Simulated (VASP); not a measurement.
# GaP (R-3m) in VASP: dielectric tensor with LDA

Aim: the dielectric tensor of GaP with LDA.

Program: VASP 6.6.1. These are calculated values, not measurements. Logs are shortened: lines on timing, memory, paths and dates and some standing lists are left out, and cuts for length are marked.

## (1) The structure

The structure is trigonal, space group R-3m (No. 166). The conventional cell has a = 3.886 Å, b = 3.886 Å, c = 19.292 Å, α = 90.00°, β = 90.00°, γ = 120.00°. Ga (site symmetry 3m) is surrounded by 3 P at 2.40 Å and 1 Ga at 2.49 Å. Around P (site symmetry 3m) lie 1 P at 2.21 Å and 3 Ga at 2.40 Å.

Measurements of this composition are mostly on another form, of space group No. 216.

## (2) Dielectric tensor, LDA

Contents of INCAR:

```
SYSTEM = GaP
  ALGO = Normal
  EDIFF = 1E-8
  ENCUT = 520
  GGA = CA
  ISIF = 2
  ISMEAR = 0
  LASPH = .TRUE.
  LCHARG = .FALSE.
  LEPSILON = .TRUE.
  LREAL = .FALSE.
  LWAVE = .FALSE.
  NELM = 100
  PREC = Accurate
  SIGMA = 0.01
```

Contents of KPOINTS:

```
k-points
0
G
  6 6 6
  0 0 0
```

Contents of POSCAR:

```
GaP
1.0
    6.8109520000      0.0000000000      0.0000000000
    5.7023528382      3.7245455099      0.0000000000
    5.7023528382      1.6972872422      3.3153363740
Ga P
2 2
Direct
    0.4353720000      0.4353720000      0.4353720000
    0.5646280000      0.5646280000      0.5646280000
    0.0573890000      0.0573890000      0.0573890000
    0.9426110000      0.9426110000      0.9426110000
```

Potentials or basis: VASP PAW LDA potentials, release 64 (Ga_d, P).

On the command line:

```bash
$ cat potpaw_LDA.64/Ga_d/POTCAR potpaw_LDA.64/P/POTCAR > POTCAR
$ mpirun -np 1 vasp_std > vasp.out
```

OUTCAR:

```text
SYSTEM = GaP
   EDIFF = 1E-8
   ENCUT = 520
   GGA = CA
   ISIF = 2
   ISMEAR = 0
   LASPH = .TRUE.
   LEPSILON = .TRUE.
   LREAL = .FALSE.
   NELM = 100
   PREC = Accurate

 ion  position               nearest neighbor table
   1  0.435  0.435  0.435-   3 2.40   3 2.40   3 2.40   2 2.49
   2  0.565  0.565  0.565-   4 2.40   4 2.40   4 2.40   1 2.49
   3  0.057  0.057  0.057-   4 2.21   1 2.40   1 2.40   1 2.40
   4  0.943  0.943  0.943-   3 2.21   2 2.40   2 2.40   2 2.40

  LATTYP: Found a trigonal (rhomboedric) cell.
 ALAT       =     6.8109520000
 COS(alpha) =     0.8372328623

  Lattice vectors:

 A1 = (   6.8109520000,   0.0000000000,   0.0000000000)
 A2 = (   5.7023528382,   3.7245455099,   0.0000000000)
 A3 = (   5.7023528382,   1.6972872422,   3.3153363740)

Analysis of symmetry for initial positions (statically):
=====================================================================
 Subroutine PRICEL returns:
 Original cell was already a primitive cell.

 Routine SETGRP: Setting up the symmetry group for a
 trigonal (rhombohedral) supercell.

 Subroutine GETGRP returns: Found 12 space group operations
 (whereof 12 operations were pure point group operations)
 out of a pool of 12 trial point group operations.

The static configuration has the point symmetry D_3d.

Analysis of symmetry for dynamics (positions and initial velocities):
=====================================================================
 Subroutine PRICEL returns:
 Original cell was already a primitive cell.

 Routine SETGRP: Setting up the symmetry group for a
 trigonal (rhombohedral) supercell.

 Subroutine GETGRP returns: Found 12 space group operations
 (whereof 12 operations were pure point group operations)
 out of a pool of 12 trial point group operations.

The dynamic configuration has the point symmetry D_3d.

 Subroutine INISYM returns: Found 12 space group operations
 (whereof 12 operations are pure point group operations),
 and found     1 'primitive' translations

----------------------------------------------------------------------------------------

                                     Primitive cell

  volume of cell :      84.1025

  direct lattice vectors                    reciprocal lattice vectors
     6.810952000  0.000000000  0.000000000     0.146822353 -0.224787927 -0.137453076
     5.702352838  3.724545510  0.000000000     0.000000000  0.268489134 -0.137453076
     5.702352838  1.697287242  3.315336374     0.000000000  0.000000000  0.301628519

  length of vectors
     6.810952000  6.810952000  6.810952000     0.301628519  0.301628519  0.301628519

  position of ions in fractional coordinates (direct lattice)
     0.435372000  0.435372000  0.435372000
     0.564628000  0.564628000  0.564628000
     0.057389000  0.057389000  0.057389000
     0.942611000  0.942611000  0.942611000

  ion indices of the primitive-cell ions
   primitive index   ion index
                 1           1
                 2           2
                 3           3
                 4           4

----------------------------------------------------------------------------------------

 KPOINTS: k-points

Automatic generation of k-mesh.
 Grid dimensions read from file:
 generate k-points for:    6    6    6

 Generating k-lattice:

  Cartesian coordinates                     Fractional coordinates (reciprocal lattice)
     0.024470392 -0.037464654 -0.022908846     0.166666667  0.000000000  0.000000000
     0.000000000  0.044748189 -0.022908846     0.000000000  0.166666667  0.000000000
[... 85 lines left out ...]
   AEXX    =    0.0000 exact exchange contribution
   IVDW    =     0    specifies the selected vdW correction
   LEPSILON=     T    determine dielectric tensor
   LRPA    =     F    only Hartree local field effects (RPA)
 non-spin polarized calculation
 Gauss-broadening in eV      SIGMA  =   0.01
  energy-cutoff  :      520.00
  volume of cell :       84.10
 maximum number of plane-waves:      2282
 NGX is ok and might be reduce to    54
   NGX = 25   NGY = 25   NGZ = 25

--------------------------------------- Ionic step        1  -------------------------------------------

 number of electron      36.0000008 magnetization

 E-fermi :   4.5462     XC(G=0):  -9.9939

 val. band max:        4.4612322034   @ k =   0.0000   0.0000   0.0000
 cond. band min:       5.1794680179   @ k =   0.5000   0.5000   0.0000
 fundamental gap:      0.7182358145
 Fermi energy:         4.5462214878

 k-point     1 :       0.0000    0.0000    0.0000
  band No.  band energies     occupation
      1     -10.4485      2.00000
      2     -10.3228      2.00000
      3     -10.3228      2.00000
      4     -10.3090      2.00000
      5     -10.3090      2.00000
      6     -10.2584      2.00000
[... 589 lines left out ...]
     21       7.6187      0.00000
     22       8.6092      0.00000

 [... further k-points ...]

  FORCE on cell =-STRESS in cart. coord.  units (eV):
  Direction    XX          YY          ZZ          XY          YZ          ZX
  --------------------------------------------------------------------------------------
  -------------------------------------------------------------------------------------
  Total       -2.4571020     -2.4872911     -2.4891283      0.0098591      0.0017944      0.0060287
  in kB      -46.8085362    -47.3836472    -47.4186483      0.1878196      0.0341841      0.1148477
  external PRESSURE =     -47.2036106 kB  Pullay stress =       0.0000000 kB

 VOLUME and BASIS-vectors are now :
 -----------------------------------------------------------------------------
  energy-cutoff  :      520.00
  volume of cell :       84.10
      direct lattice vectors                 reciprocal lattice vectors
     6.810952000  0.000000000  0.000000000     0.146822353 -0.224787927 -0.137453076
     5.702352838  3.724545510  0.000000000     0.000000000  0.268489134 -0.137453076
     5.702352838  1.697287242  3.315336374     0.000000000  0.000000000  0.301628519

 POSITION                                       TOTAL-FORCE (eV/Angst)
 -----------------------------------------------------------------------------------
      7.93059      2.36051      1.44340         0.042796      0.012738      0.007789
     10.28507      3.06132      1.87193        -0.042796     -0.012738     -0.007789
      1.04538      0.31115      0.19026         0.088297      0.026281      0.016071
     17.17028      5.11068      3.12507        -0.088297     -0.026281     -0.016071
 -----------------------------------------------------------------------------------
    total drift:                                0.000000     -0.000000     -0.000000

  FREE ENERGIE OF THE ION-ELECTRON SYSTEM (eV)
  ---------------------------------------------------
  free  energy   TOTEN  =       -20.3038378457 eV

  energy  without entropy=      -20.3038378457  energy(sigma->0) =      -20.30383785

 HEAD OF MICROSCOPIC STATIC DIELECTRIC TENSOR (INDEPENDENT PARTICLE, excluding Hartree and local field effects)
 ------------------------------------------------------
          16.769048     0.287607     0.175866
           0.287607    15.888382     0.052346
           0.175866     0.052346    15.834785
 ------------------------------------------------------

 Free energy of the ion-electron system (eV)
  ---------------------------------------------------
  ---------------------------------------------------
  free energy    TOTEN  =        -3.63059526 eV

  energy without entropy =       -3.63059526

------------------------ aborting loop because EDIFF is reached ----------------------------------------

--------------------------------------- Ionic step        2  -------------------------------------------

------------------------ aborting loop because EDIFF is reached ----------------------------------------

--------------------------------------- Ionic step        3  -------------------------------------------

 Free energy of the ion-electron system (eV)
  ---------------------------------------------------
  ---------------------------------------------------
  free energy    TOTEN  =        -3.45826764 eV

  energy without entropy =       -3.45826764

------------------------ aborting loop because EDIFF is reached ----------------------------------------

 PIEZOELECTRIC TENSOR FIELD DIRECTION 3  (e Angst)
 -----------------------------------------------------------------------------
     0.00774  0.00030  0.00272           (  0.00001 -0.00000 -0.00001)
     0.00030  0.00682  0.00081           ( -0.00000  0.00002 -0.00000)
     0.00272  0.00081 -0.01326           ( -0.00001 -0.00000 -0.00004)

 PIEZOELECTRIC TENSOR FIELD DIRECTION 3  (C/m^2)
 -----------------------------------------------------------------------------
     0.00147  0.00006  0.00052
     0.00006  0.00130  0.00015
     0.00052  0.00015 -0.00253

 MACROSCOPIC STATIC DIELECTRIC TENSOR (including local field effects in DFT)
 ------------------------------------------------------
          15.878383     0.229944     0.140606
           0.229944    15.174287     0.041851
           0.140606     0.041851    15.131436
 ------------------------------------------------------

 PIEZOELECTRIC TENSOR (including local field effects)  for field in x, y, z        (e  Angst)
          XX          YY          ZZ          XY          YZ          ZX
  --------------------------------------------------------------------------------
  x     0.00000     0.00000     0.00000     0.00000     0.00000     0.00000
  y     0.00000     0.00000     0.00000     0.00000     0.00000     0.00000
  z     0.00000     0.00000     0.00000     0.00000     0.00000     0.00000

 PIEZOELECTRIC TENSOR (including local field effects)  for field in x, y, z        (C/m^2)
          XX          YY          ZZ          XY          YZ          ZX
  --------------------------------------------------------------------------------
  x     0.00000     0.00000     0.00000     0.00000     0.00000     0.00000
  y     0.00000     0.00000     0.00000     0.00000     0.00000     0.00000
  z     0.00000     0.00000     0.00000     0.00000     0.00000     0.00000

 BORN EFFECTIVE CHARGES (including local field effects) (in |e|, cummulative output)
 ---------------------------------------------------------------------------------
 ion    1
    1     1.39955    -0.10493    -0.06416
    2    -0.10493     1.72085    -0.01910
    3    -0.06416    -0.01910     1.74041
 ion    2
    1     1.39955    -0.10493    -0.06416
    2    -0.10493     1.72085    -0.01910
    3    -0.06416    -0.01910     1.74041
 ion    3
    1    -1.39955     0.10493     0.06416
    2     0.10493    -1.72085     0.01910
    3     0.06416     0.01910    -1.74041
 ion    4
    1    -1.39955     0.10493     0.06416
    2     0.10493    -1.72085     0.01910
    3     0.06416     0.01910    -1.74041
```

Wall time 32 min (1 thread of Intel Xeon 6975P-C (Granite Rapids), shared host); peak memory 0.69 GiB.

What came out:

```yaml
Band_gap_on_the_k_mesh: 0.72 eV, indirect (least direct gap 0.97 eV)
Electronic_dielectric_tensor_diagonal: 15.88, 15.17, 15.13
Born_charges_mean_of_the_diagonal: Ga +1.62; P -1.62 e
```

Levels at points of the mesh, in eV from the valence-band top:
```csv
k point,band 14,band 15,band 16,band 17,band 18,band 19,band 20,band 21,band 22
"(0.00, 0.00, 0.00)",-1.79,-1.79,-0.28,0.00,0.00,0.97,1.33,2.68,3.59
"(0.50, 0.00, 0.00)",-5.61,-4.48,-2.83,-2.72,-1.75,1.50,2.60,3.53,4.37
"(0.50, 0.50, 0.00)",-6.79,-3.79,-3.10,-1.21,-0.52,0.72,1.36,1.38,3.95
"(0.50, 0.50, 0.50)",-3.77,-1.70,-1.70,-0.26,-0.26,0.97,2.23,3.78,3.78
```

Electronic dielectric tensor:
```
15.88  0.23  0.14
 0.23 15.17  0.04
 0.14  0.04 15.13
```

Born effective charge tensors (e):
atom 1, Ga
```
 1.40 -0.10 -0.06
-0.10  1.72 -0.02
-0.06 -0.02  1.74
```
atom 2, Ga
```
 1.40 -0.10 -0.06
-0.10  1.72 -0.02
-0.06 -0.02  1.74
```
atom 3, P
```
-1.40  0.10  0.06
 0.10 -1.72  0.02
 0.06  0.02 -1.74
```
atom 4, P
```
-1.40  0.10  0.06
 0.10 -1.72  0.02
 0.06  0.02 -1.74
```

A k mesh can miss the band edges. A hybrid or GW would open this gap; LDA tends to underestimate it.
